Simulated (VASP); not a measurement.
Crystal: BAs.

```
CELL_PARAMETERS angstrom
0.00000 2.38850 2.38850
2.38850 0.00000 2.38850
2.38850 2.38850 0.00000
ATOMIC_POSITIONS crystal
As 0.75000 0.75000 0.75000
B 0.00000 0.00000 0.00000
```

Base run:

- Program: VASP 6.6.1
- Functional: revPBE
- Potentials or basis: VASP PAW PBE potentials, release 64 (As, B)
- Cutoff: 520 eV
- k mesh: 10 × 10 × 10
- Occupations: fermi-dirac, width 0.05 eV
- Spin: no spin polarisation

Its results: band gap on the k mesh 1.20 eV, indirect (least direct gap 3.27 eV).

Problem. After a change of settings the same cell gave: band gap on the k mesh 1.41 eV, indirect (least direct gap 3.37 eV). Which change was it?
A. functional from revPBE to PBE; further incar settings from ALGO = Fast; EDIFF = 1e-06 to ALGO = Normal; EDIFF = 1e-07; NBANDS = 11
B. functional from revPBE to BLYP
C. functional from revPBE to PW91; further incar settings from ALGO = Fast; EDIFF = 1e-06 to ALGO = Normal; EDIFF = 1e-07; NBANDS = 11
D. functional from revPBE to RPBE; further incar settings from ALGO = Fast; EDIFF = 1e-06 to ALGO = Normal; EDIFF = 1e-07

Solution. B.
